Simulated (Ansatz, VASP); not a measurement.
**One calculation of NaF, two programs**

```
CELL_PARAMETERS angstrom
0.00000 2.32330 2.32330
2.32330 0.00000 2.32330
2.32330 2.32330 0.00000
ATOMIC_POSITIONS crystal
Na 0.97515 0.97515 0.97515
F 0.50000 0.50000 0.50000
```

Change from the starting cell: all Na atoms moved -0.200 Å, as atom 1 along Cartesian [1 1 1].

Alike in both runs: task single point; functional PBEsol; k mesh 8 × 8 × 8; occupations gaussian, width 0.05 eV; no spin polarisation.

|  | VASP | Ansatz |
| --- | --- | --- |
| version | VASP 6.6.1 | Ansatz 0.2.0 |
| potentials or method | VASP PAW PBE potentials, release 64 (Na_pv, F) | scalar-relativistic, plane waves, PAW |
| plane-wave cutoff (eV) | 520 | 420 |
| valence electrons in the cell | 14 | 16 |

Ansatz gave:

- gap on the k mesh at the Fermi level (eV): 6.14
- least direct gap on the mesh (eV): 6.14
- pressure (GPa): 0.6
- largest component of the traceless stress (GPa): 0.31
- rms of the force components (eV/Å): 0.238

Q: Which values does VASP return?

A: gap on the k mesh at the Fermi level (eV): 6.11; least direct gap on the mesh (eV): 6.11; pressure (GPa): 0.5; largest component of the traceless stress (GPa): 0.33; rms of the force components (eV/Å): 0.249.

Atom by atom the forces differ by 0.011 eV/Å (rms over components). The two sets of potentials don't hold the same shells in valence.

Caveats: the PAW data sets were made with another functional, which shifts forces and pressure a little (VASP).
